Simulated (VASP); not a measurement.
Here is a VASP 6.6.1 calculation.

INCAR

```
ALGO     = Normal         # electronic algorithm
EDIFF    = 1E-7           # SCF threshold, eV
EDIFFG   = -0.005         # ionic threshold
ENCUT    = 600            # plane-wave cutoff, eV
IBRION   = 2              # ionic algorithm
ISIF     = 3              # what is computed and relaxed
ISMEAR   = 0              # smearing method
LASPH    = True           # aspherical terms in the spheres
LATTICE_CONSTRAINTS= .TRUE. .TRUE. .FALSE.
LCHARG   = False          # write CHGCAR
LREAL    = False          # projectors in reciprocal space
LWAVE    = False          # write WAVECAR
NELM     = 80             # most SCF steps
NSW      = 90             # ionic steps
PREC     = Accurate       # precision mode
SIGMA    = 0.03           # smearing width, eV
```

Contents of KPOINTS:

```
k-points
0
Gamma
  12 12 1
```

Contents of POSCAR:

```
TiSe2                                   
1.0
    3.4239143225      0.0000000000      0.0000000000
   -1.7119571612      2.9651967856      0.0000000000
    0.0000000000      0.0000000000     21.0644416000
  Se              Ti            
     2     1
Direct
     0.6666666699999979    0.3333333300000021    0.4263786731478580
     0.3333333300000021    0.6666666699999979    0.5736213268521417
     0.0000000000000000    0.0000000000000000    0.5000000000000000
```

Potentials or basis: VASP PAW LDA potentials, release 64 (Se, Ti_sv).

Command:

```sh
$ cat potpaw_LDA.64/Se/POTCAR potpaw_LDA.64/Ti_sv/POTCAR > POTCAR
$ mpirun -np 1 vasp_std > vasp.out
```

Estimate the band gap on the k mesh.

none (metal or under the smearing width).

Final structure:
```cif
data_structure
_symmetry_space_group_name_H-M 'P 1'
_symmetry_Int_Tables_number 1
_cell_length_a 3.4239
_cell_length_b 3.4239
_cell_length_c 21.0644
_cell_angle_alpha 90.000
_cell_angle_beta 90.000
_cell_angle_gamma 120.000
_cell_volume 213.86
loop_
_atom_site_label
_atom_site_type_symbol
_atom_site_fract_x
_atom_site_fract_y
_atom_site_fract_z
_atom_site_occupancy
Se1 Se 0.66667 0.33333 0.42638 1
Se2 Se 0.33333 0.66667 0.57362 1
Ti1 Ti 0.00000 0.00000 0.50000 1
```

Caveat: the relaxation stopped at its first step, so nothing moved.
